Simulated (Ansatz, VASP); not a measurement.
One calculation of NaH, two programs

```
Na H
1.0
     2.24104    2.24104    0.00000
    -2.24104    2.24104    0.00000
     0.00000    2.24104    2.24104
Na H
1 1
Direct
  0.00000 0.00000 0.00000
  0.50000 0.50000 0.00000
```

Alike in both runs: functional PBEsol; k mesh 8 × 8 × 8; no spin polarisation.

Ansatz relaxed the structure, and its values are those at the end. VASP's run is a single point on that final structure, the one shown.

```csv
,VASP,Ansatz
version,VASP 6.6.1,Ansatz 0.2.0
potentials or method,"VASP PAW PBE potentials, release 64 (Na_pv, H)","PAW with Ansatz's default frozen-core files, scalar-relativistic"
plane-wave cutoff (eV),520,420
occupations,"gaussian, width 0.01 eV",fixed
valence electrons in the cell,8,10
```

```tsv
	VASP	Ansatz	Ansatz less VASP
gap on the k mesh at the Fermi level (eV)	3.93	3.93	+0.003
pressure (GPa)	7.0	7.0	-0.02
```

The two sets of potentials don't hold the same shells in valence.

Caveats: the PAW data sets were made with another functional, which shifts forces and pressure a little (VASP). A k mesh can miss the band edges.
